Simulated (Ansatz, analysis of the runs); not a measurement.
# A defect in a wire: Pt wire along [110], 2 atoms a period, Au in place of one Pt, part 2 of 2

What does the defect do to the conductance?

Ansatz 0.2.0; DFT PBE, plane waves, PAW; relaxation of a wire's period (the session's first sound run).

So far, conductance of the lead as this run defines it (G₀): step 3 (bands of the perfect wire) 6.83.

### Step 5. Transmission (continued)

Electrostatic potential energy in the cb plane at fractional x = 0.655, with atoms of Pt and Au within 0.2 Å of it. With pseudopotentials it is smooth inside the atoms' cores, unlike the true potential.

Ten even steps from '0' (-60 eV) to '9' (5 eV), each cell a mean:
```
99999999999999999999999999999999999999999999
99999999999999999999999999999999999999999999
99999999999999999999999999999999999999999999
99999999999999999999999999999999999999999999
99999999999999999999999999999999999999999999
99999999999999999999999999999999999999999999
99877899877789999999999888999999999877789987
98422588742368998889997545899999999742368873
86100278510048874358984112589988898510048840
86200278510048730016873111488732478610048840
98523689742368710004884111587300048742368874
99888899987889730005887435787200038887899998
99999999999999874358999888998400158999999999
99999999999999998889999999999754589999999999
99999999999999999999999999999988999999999999
99999999999999999999999999999999999999999999
99999999999999999999999999999999999999999999
99999999999999999999999999999999999999999999
99999999999999999999999999999999999999999999
99999999999999999999999999999999999999999999
99999999999999999999999999999999999999999999
99999999999999999999999999999999999999999999
```
Columns run along c (16.0 Å, from fractional 0.11 to 0.83 of the cell; values clipped at the 3rd and 97th percentile), rows up along b (8.2 Å). Atoms in or near the plane, at fractional coordinates: Pt at (0.39, 0.51), Au at (0.50, 0.55), Pt at (0.62, 0.47).

By hand: the program gives 3.7519 × 10^14 S/m² over the cell's cross-section of 72.07 Å² = 7.207 × 10^-19 m², so one cell conducts 2.704 × 10^-4 S. Divided by G0 = 2e²/h = 7.748 × 10^-5 S this is 3.49 G0, a resistance of 3.70 kΩ.

The conductance is 3.49 G₀, with 7 channels a spin open in the lead. The lead's Hamiltonian steps by 22.2 meV, which the program lets pass, though it counts in the error estimate.

### Step 6. Conductance and thermopower from T(E)

This step: Landauer integrals over the computed T(E), interpolated linearly between its energies (analysis of the runs above).

Conductance and thermopower are moments of T(E) over the thermal window; sliding the window along E stands for a gate that leaves T(E) rigid.

This step gave:

```yaml
conductance_at_300_k_interpolated_from_t_e: 3.484 G₀
thermopower_at_300_k: 0.8677 μV/K
lorenz_number_over_l0: 0.9466
```

T(E) held rigid; rough near sharp steps of T(E). Table of conductance at 300 K by shift of the leads' level:

shift of the leads' level (eV), conductance at 300 K (G₀) and a bar from the least value:
```
   -0.900       3.45 ##############################
   -0.800       3.26 ##########################
   -0.750       3.00 #####################
   -0.650       2.74 ###############
   -0.550       2.41 #########
   -0.450       2.23 #####
   -0.400       2.22 #####
   -0.300       2.52 ###########
   -0.200       2.68 ##############
   -0.150       2.86 ##################
   -0.050       3.44 ##############################
    0.050       3.39 #############################
    0.150       2.98 ####################
    0.200       2.86 ##################
    0.300       2.58 ############
    0.400       2.38 ########
    0.450       2.32 #######
    0.550       2.20 #####
    0.650       2.09 ###
    0.750       2.05 ##
    0.800       2.02 #
    0.900       1.97
```

T(E) held rigid; rough near sharp steps of T(E). The thermopower at 300 K by shift of the leads' level:

```tsv
shift of the leads' level (eV)	thermopower at 300 K (μV/K)
-0.900	-1.39
-0.850	4.07
-0.800	10.2
-0.750	10.5
-0.700	6.47
-0.650	7.07
-0.600	9.64
-0.550	7.03
-0.500	5.03
-0.450	4.82
-0.400	-5.23
-0.350	-9.58
-0.300	-6.47
-0.250	-4.38
-0.200	-6.44
-0.150	-13.9
-0.100	-13.8
-0.050	-5.31
0.000	0.868
0.050	6.41
0.100	10.0
0.150	7.49
0.200	6.38
0.250	7.90
0.300	7.45
0.350	5.81
0.400	4.43
0.450	3.74
0.500	3.84
0.550	4.10
0.600	3.72
0.650	2.38
0.700	1.71
0.750	1.72
0.800	1.83
0.850	1.90
0.900	1.93
```

The two levels move by half the bias each and T(E) is held rigid. Current from the zero-bias T(E) against bias:

```tsv
bias (V)	current from the zero-bias T(E) (μA)
0.000	0
0.100	26.8
0.200	52.6
0.300	76.2
0.400	98.2
0.500	119
0.600	139
0.700	159
0.800	177
0.900	195
1.000	212
1.100	230
1.200	248
1.300	267
1.400	286
1.500	305
1.600	325
1.700	346
1.800	367
1.900	388
```

By hand, Mott's formula: S = −(π²k²T/3e) d ln T/dE, and π²k²T/3e = 7.33 μV/K × eV at 300 K. The computed T is 3.49 at -0.070 eV and 3.37 at +0.070 eV, so d ln T/dE ≈ -0.251 per eV and S ≈ 1.84 μV/K, against 0.868 from the integrals.

The thermopower is 0.868 μV/K. The Lorenz ratio is 0.95, where the Wiedemann-Franz law gives 1. Moving the level by up to 0.1 eV either way gives -14 to 10 μV/K.

### Step 7. A varied input: output.transmission.reduced_basis = false

This step: DFT PBE, plane waves, PAW; channels and complex bands of a perfect wire; changed: output.transmission.reduced_basis = false (Ansatz 0.2.0).

System of this step: Pt wire along [110], 2 atoms a period. The cell holds 2 atoms: 2 Pt. Cell: a = 8.785 Å, b = 8.204 Å, c = 2.481 Å, α = 90.0°, β = 90.0°, γ = 90.0°. Vacuum lies along a and b. The structure's axis is c.

The atoms of the run on the perfect lead are kept and the input is varied, to see whether the result depends on it.

The input, input.yaml:

```yaml
crystal:
  lattice:
    - [8.785, 0.0, 0.0]
    - [0.0, 8.204, 0.0]
    - [0.0, 0.0, 2.4805453072]
  atoms:
    - { symbol: Pt, position: [0.391533474, 0.418348974, 0.0] }
    - { symbol: Pt, position: [0.608466526, 0.581603117, 0.5] }
kpoints:
  mp_grid: { grid: [1, 1, 33] }
scf:
  occupations: { method: fermi_dirac, width: 0.05 }
hamiltonian:
  xc: pbe
output:
  transmission:
    e_range: [-1.26, 1.26]
    de: 0.035
    kmesh: [1, 1]
    reduced_basis: false
    leads: [[0, 0]]
basis:
  ecutwfc: "350 eV"
```

Run with:

```sh
$ ansatz run input.yaml --threads 4 --pin off --max-ram 16384MiB --backend cpu --events-out ev --progress --plain --runs-dir out
```

The job ended after 3.8 min (4 threads of Arm Neoverse V1, shared host; peak memory 2.2 GiB; 12 min of CPU time).

This step gave:

| Quantity | Value |
| --- | --- |
| energy at zero smearing | -25042.1792 eV |

Open channels of the lead, one spin against energy, zero at the Fermi level:

```tsv
energy (eV)	open channels of the lead, one spin
-1.190	7
-1.085	7
-1.015	6
-0.910	8
-0.805	9
-0.700	8
-0.595	8
-0.490	8
-0.385	6
-0.315	6
-0.210	6
-0.105	7
0.000	7
0.105	5
0.210	5
0.315	4
0.385	4
0.490	4
0.595	4
0.700	3
0.805	3
0.910	3
1.015	3
1.085	2
1.190	2
```

It took 3.8 min against 22 s for the run it varies, and the conductance is 6.83 G₀ against 6.83 G₀.

The channels at the energy nearest the Fermi level, one spin and conductance of the lead as this run defines it stay within 0.2 % plus 0.001 of the run it varies.

### Step 8. What came out

```yaml
conductance_of_the_perfect_wire: 6.83 G₀
conductance_au_in_place_of_one_pt: 3.49 G₀
thermopower_au_in_place_of_one_pt: 0.868 μV/K
```

Summed over the computed window, 49 % of the lead's open channels pass the defect; the conductance at 300 K is 3.49 G₀. With Au in place of one Pt, 51 % of the conductance of that run's own lead (6.83 G₀) is left. Transport is coherent and elastic here: the atoms are frozen, so scattering by vibrations plays no part. In the perfect wire the moments were started parallel, and no opposed start was run. With Au in place of one Pt several atoms of the wire itself moved far in the relaxation, so the changed stretch between the held leads may scatter as well as the defect. The free region is short: held atoms still bear up to 0.9 eV/Å after a relaxation. Spin-orbit coupling is left out, which matters for the bands of heavy atoms. A junction with open d shells ran without spin, after the few moments seeded in its relaxation died away; moments on all d atoms were not tried. A cutoff under the files' recommended one was taken to save time; its effect on T(E) was not tested here. A cell with an odd number of electrons ran without spin; a level of the scatterer near the Fermi level could split if spin were allowed.

[Logs are printed without paths, hosts, clocks, repeated set-up lines and the standing remarks that a program may print on its own settings, such as how far it seeks lower states.]

[Hosts, paths, dates, database ids (printed as entryN), source tags and the programs' standing remarks are cut or masked in the printed files.]
